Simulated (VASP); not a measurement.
## SiC: relaxation of cell and atoms with PBEsol

SiC:

```xyz
2
Lattice="0.0000 2.2526 2.2526 2.2526 0.0000 2.2526 2.2526 2.2526 0.0000" Properties=species:S:1:pos:R:3 pbc="T T T"
C     3.3789    3.3789    3.3789
Si    2.2526    2.2526    2.2526
```

The cell was built by a generator and isn't the measured one.

```yaml
Program: VASP 6.6.1
Task: relaxation of cell and atoms
Functional: PBEsol
Potentials_or_basis: VASP PAW PBE potentials, release 64 (C, Si)
Cutoff: 600 eV
k_mesh: 9 × 9 × 9
Occupations: gaussian, width 0.02 eV
Spin: no spin polarisation
Further_INCAR_settings: ALGO = Normal; EDIFF = 1e-07; IBRION = 2; EDIFFG = -0.01; NSW = 60; ISIF = 3
```

The relaxed volume is 10.34 Å³/atom and the relaxed cell is a = 3.081 Å, b = 3.081 Å, c = 3.081 Å, α = 60.00°, β = 60.00°, γ = 60.00°. The space group after relaxing (to 0.05 Å) is F-43m (No. 216), the energy gained by relaxing is 66.6 meV/atom and the ionic steps are 4. The pressure after relaxing is 0.1 GPa and the band gap on the k mesh is 1.38 eV, indirect (least direct gap 4.52 eV).

The path:
```csv
step,energy change (eV),largest force (eV/Å),pressure (GPa),volume (Å³)
1,0.0000,0.0000,-18.11,22.86
2,-0.0013,0.0000,24.73,18.85
3,-0.1332,0.0000,-0.33,20.72
4,-0.1332,0.0000,0.11,20.68
```

Final structure:
```xyz
2
Lattice="0.0000 2.1786 2.1786 2.1786 0.0000 2.1786 2.1786 2.1786 0.0000" Properties=species:S:1:pos:R:3 pbc="T T T"
C     3.2679    3.2679    3.2679
Si    2.1786    2.1786    2.1786
```

Levels at points of the mesh, in eV from the valence-band top:
| k point | band 2 | band 3 | band 4 | band 5 | band 6 | band 7 |
| --- | --- | --- | --- | --- | --- | --- |
| (0.00, 0.00, 0.00) | 0.00 | 0.00 | 0.00 | 6.19 | 7.25 | 7.25 |

It took 11 s on 4 MPI ranks on Intel(R) Xeon(R) Platinum 8375C CPU @ 2.90GHz (Ice Lake), with other jobs on the host, peak memory 0.14 GiB a rank.

Caveat: the PAW data sets were made with another functional, which shifts forces and pressure a little; an odd mesh through Γ misses points on the zone boundary, where band edges often lie. Expect the measured gap to be larger: semilocal functionals such as PBEsol lack the derivative discontinuity.
